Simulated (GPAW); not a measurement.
GaAs in GPAW: convergence with plane-wave cutoff (eV)

Input of the first run (plane-wave cutoff (eV) 200); the others differ in this setting and in those tied to it:

run.py

```python
from ase.dft.bandgap import bandgap
from ase.io import read, write
from ase.units import GPa
from gpaw import GPAW, PW

atoms = read('GaAs.xyz')

calc = GPAW(mode=PW(200),
            xc='RPBE',
            kpts={'size': (8, 8, 8), 'gamma': True},
            occupations={'name': 'fermi-dirac', 'width': 0.05},
            nbands=11,
            convergence={'density': 1e-05, 'energy': 1e-05},
            maxiter=100,
            txt='gpaw.txt')
atoms.calc = calc
energy = atoms.get_potential_energy()
forces = atoms.get_forces()
stress = atoms.get_stress()
calc.write('gs.gpw')
write('result.traj', atoms)
print(f'Energy: {energy:.6f} eV')
print('Forces (eV/A):')
print(forces.round(4))
print('Stress (GPa):', (stress / GPa).round(3))
print('Fermi level:', round(calc.get_fermi_level(), 4), 'eV')
print(f'Gap: {bandgap(calc)[0]:.4f} eV, direct: {bandgap(calc, direct=True)[0]:.4f} eV')
```

GaAs.xyz

```xyz
2
Lattice="-1.8807739600 1.8807739600 3.0258508800 1.8807739600 -1.8807739600 3.0258508800 1.8807739600 1.8807739600 -3.0258508800" Properties=species:S:1:pos:R:3 pbc="T T T"
Ga     0.0000000000      0.0000000000      0.0000000000
As     0.0000000000      0.0000000000      3.0258508800
```

Potentials or basis: the program's PAW data sets (release 1.2.1) made for this functional, pw.

Run with:

```sh
$ OMP_NUM_THREADS=1 python run.py
```

The cell was built by a generator and needn't be a form met in nature.

Hardware: 1 thread of Arm Neoverse V2, with other jobs on the host.

| plane-wave cutoff (eV) | energy less the tightest run, at zero smearing (meV/atom) | pressure (GPa) | SCF cycles | CPU time (s) | peak memory (GiB) |
| --- | --- | --- | --- | --- | --- |
| 200 | 5.56 | -1.49 | 10 | 4.9 | 0.12 |
| 250 | 2.53 | -1.43 | 10 | 5.5 | 0.13 |
| 300 | 1.91 | -1.43 | 10 | 8.8 | 0.13 |
| 350 | 1.37 | -1.43 | 10 | 9.1 | 0.14 |
| 400 | 1.03 | -1.43 | 10 | 8.4 | 0.14 |
| 500 | 0.68 | -1.43 | 10 | 14 | 0.15 |
| 600 | 0.47 | -1.43 | 10 | 17 | 0.17 |
| 800 | 0.12 | -1.43 | 10 | 24 | 0.19 |
| 1000 | 0.00 | -1.43 | 10 | 33 | 0.23 |

Against the tightest run, the energy stays within 1 meV/atom from 500 on; the pressure stays within 0.1 GPa from 200 on. The tightest run that finished is the yardstick and may itself not be fully converged.
